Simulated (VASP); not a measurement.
Write the native input for VASP 6.6.1 that does the following.

```
Task                   : relaxation of cell and atoms
Functional             : PBE
Potentials or basis    : VASP PAW PBE potentials, release 64 (Ta_pv)
Cutoff                 : 700 eV
k mesh                 : 18 × 18 × 18
Occupations            : gaussian, width 0.1 eV
Spin                   : no spin polarisation
Further INCAR settings : ALGO = Fast; EDIFF = 1e-07; IBRION = 2; EDIFFG = -0.002; NSW = 80; ISIF = 3
```

The structure of Ta lies in POSCAR:

```
Ta                                      
1.0
   -1.6597688862      1.6597688862      1.6597688862
    1.6597688862     -1.6597688862      1.6597688862
    1.6597688862      1.6597688862     -1.6597688862
  Ta            
     1
Direct
     0.0000000000000000    0.0000000000000000    0.0000000000000000
```

One way to write it, as run:

INCAR

```
SYSTEM = Ta
PREC     = Accurate       ! precision mode
ENCUT    = 700            ! plane-wave cutoff, eV
EDIFF    = 1E-7           ! SCF threshold, eV
ISMEAR   = 0              ! smearing method
SIGMA    = 0.1            ! smearing width, eV
LREAL    = .FALSE.        ! projectors in reciprocal space
LASPH    = .TRUE.         ! aspherical terms in the spheres
NELM     = 80             ! most SCF steps
ALGO     = Fast           ! electronic algorithm
ISIF     = 3              ! what is computed and relaxed
LWAVE    = .FALSE.        ! write WAVECAR
LCHARG   = .FALSE.        ! write CHGCAR
GGA      = PE             ! functional
IBRION   = 2              ! ionic algorithm
NSW      = 80             ! ionic steps
EDIFFG   = -0.002         ! ionic threshold
```

KPOINTS

```
Automatic mesh
0
G
  18 18 18
  0 0 0
```

Potentials or basis: VASP PAW PBE potentials, release 64 (Ta_pv).

Run with:

```bash
$ cat potpaw_PBE.64/Ta_pv/POTCAR > POTCAR
$ mpirun -np 1 vasp_std > vasp.out
```

It gave:

```json
{
  "Pressure after relaxing": "0.0 GPa",
  "Band gap on the k mesh": "none (metal or under the smearing width)"
}
```

Caveat: the relaxation stopped at its first step, so nothing moved.

Run time: 34 s on 1 thread of AMD EPYC 9R45 96-Core Processor (Zen 5), with other jobs on the host, peak memory 0.17 GiB.
